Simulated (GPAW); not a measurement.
Runs of GPAW 26.7.0 on GaN. It takes space group P6_3mc (No. 186, hexagonal). The conventional cell has a = 3.180 Å, b = 3.180 Å, c = 5.166 Å, α = 90.00°, β = 90.00°, γ = 120.00°. Ga (site symmetry 3m) has 4 N at 1.94 to 1.95 Å as nearest neighbours. Around N (site symmetry 3m) lie 4 Ga at 1.94 to 1.95 Å. 

```tsv
task	level	potentials or basis	cell	k mesh	cutoff (eV)	smearing	response ecut	maxiter	response k mesh	response bands	kernels	gap on the mesh (eV)	pressure (GPa)	relaxed volume (Å³/atom)	largest force (eV/Å)
dielectric tensor	LDA	the program's PAW data sets (release 1.2.1) made for this functional, pw	as given	8 × 8 × 4	600	fermi-dirac 0.001 eV	80 eV	150	17 × 17 × 9	48	["RPA", "LR0.2", "LR0.3"]	2.08	-	-	-
relaxation of cell and atoms	r2SCAN+D3(BJ)	GPAW PAW data sets (gpaw-data 1.2.1), pw	relaxed	7 × 7 × 4	800	fermi-dirac 0.05 eV	-	150	-	-	-	2.39	0.0	11.58	0.01
single point	TB-mBJ	GPAW PAW data sets for LDA (gpaw-data 1.2.1), pw	as given	7 × 7 × 4	800	fermi-dirac 0.05 eV	-	150	-	-	-	3.50	-	-	-
single point	LDA	the program's PAW data sets (release 1.2.1) made for this functional, pw	as given	8 × 8 × 4	600	fermi-dirac 0.05 eV	-	120	-	-	-	2.08	-2.7	-	0.17
band structure	PBE	PAW data sets generated in the run's folder for this functional, pw	as given	7 × 7 × 4	800	fermi-dirac 0.05 eV	-	150	-	-	-	2.08	15.3	-	0.18
band structure	PBEsol	PAW data sets generated in the run's folder for this functional, pw	as given	10 × 10 × 5	800	fermi-dirac 0.05 eV	-	150	-	-	-	2.03	9.3	-	0.18
relaxation of cell and atoms	OLYP	PAW data sets generated in the run's folder for this functional, pw	relaxed	7 × 7 × 4	800	fermi-dirac 0.05 eV	-	150	-	-	-	1.76	-0.1	(a)	-
dielectric tensor	PBE	GPAW PAW data sets (gpaw-data 1.2.1), pw	as given	8 × 8 × 4	600	fermi-dirac 0.001 eV	80 eV	150	17 × 17 × 9	48	["RPA", "ALDA", "Bootstrap"]	(b)	-	-	-
```

Alike in all rows: no spin polarisation.

Q: Estimate the missing entries.

A: (a) 12.20; (b) 2.05.

Caveats: the data sets keep Ga 3d, Li 1s and Be 1s frozen, and some such compounds lay over 1.5 % in volume off other programs (some runs); the long-wavelength limit can be off by a per cent or two (some runs); an odd mesh through Γ misses points on the zone boundary, where band edges often lie (some runs); later steps reuse the first step's grids (some runs); the PAW data sets were made with another functional, which shifts forces and pressure a little (some runs); a model potential gives levels but no total energy (some runs); the cutoff is short for stress and forces, so pressures can be off by a GPa or more (some runs).

A k mesh can miss the band edges, and the runs leave out spin-orbit coupling on Ga.
